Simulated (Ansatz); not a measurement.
**NiSb: course of a relaxation**

All numbers below come from DFT PBE, scalar-relativistic, plane waves, PAW (Ansatz). Settings: 420 eV cutoff, 18×18×10 k-mesh, Gaussian smearing of 0.10 eV, no spin polarisation.

What was changed: uniaxial strain along c, with a, b and atoms relaxed: +3.0 %.

Command:

```bash
ansatz run input.yaml --threads 1 --pin off --max-ram 2560MiB --backend cpu --events-out ev --progress --plain --runs-dir out
```

Input:

```yaml
crystal:
  lattice:
    - [3.9461516483, 0.0, 0.0]
    - [-1.9730758241, 3.4174675746, 0.0]
    - [0.0, 0.0, 5.3115851142]
  atoms:
    - { symbol: Ni, position: [0.0, 0.0, 0.0] }
    - { symbol: Ni, position: [0.0, 0.0, 0.5] }
    - { symbol: Sb, position: [0.3333333323, 0.6666666677, 0.25] }
    - { symbol: Sb, position: [0.6666666677, 0.3333333323, 0.75] }
basis:
  ecutwfc: 420
kpoints:
  mp_grid: { grid: [18, 18, 10] }
hamiltonian:
  xc: pbe
scf:
  occupations: { method: gaussian, width: 0.1 }
output:
  forces: true
  stress: true
  eigenvalues: true
  write_density: true
  write_potential: true
  elf: true
  volumetric_format: npy
relax:
  adjacent_minimum: "off"
  f_tol: 0.008
  max_steps: 40
  cell: { stress_tol: 0.015, fix: [c, angles] }
```

F is the free energy. Steps run on the plane waves of an earlier cell, but the last one, and at times one on the way, on a freshly chosen basis, so a repeated geometry can differ a little in energy. The held parts of the cell keep their stress, so P needn't end at zero.

Steps:

```tsv
step	F − F(1) (eV)	largest force component (eV/Å)	V (Å³/atom)	P (GPa)
1	0.0000	0.000	17.908	-1.42
2	-0.0002	0.000	17.865	-1.17
3	-0.0002	0.000	17.874	-1.22
4	-0.0001	0.000	17.874	-1.22
```

Relaxed structure:

```
CELL_PARAMETERS angstrom
3.94246 0.00000 0.00000
-1.97123 3.41427 0.00000
0.00000 0.00000 5.31159
ATOMIC_POSITIONS crystal
Ni 0.00000 0.00000 0.00000
Ni 0.00000 0.00000 0.50000
Sb 0.33333 0.66667 0.25000
Sb 0.66667 0.33333 0.75000
```

It takes space group P6_3/mmc (No. 194, hexagonal). Conventional cell: a = 3.942 Å, b = 3.942 Å, c = 5.312 Å, α = 90.00°, β = 90.00°, γ = 120.00°. Around Ni (site symmetry -3m) lie 6 Sb at 2.64 Å and 2 Ni at 2.66 Å. Sb (site symmetry -6m2) is surrounded by 6 Ni at 2.64 Å.

The run converged. Time: 4.7 min on 1 thread of Arm Neoverse V2, with other jobs on the host, peak memory 1.2 GiB.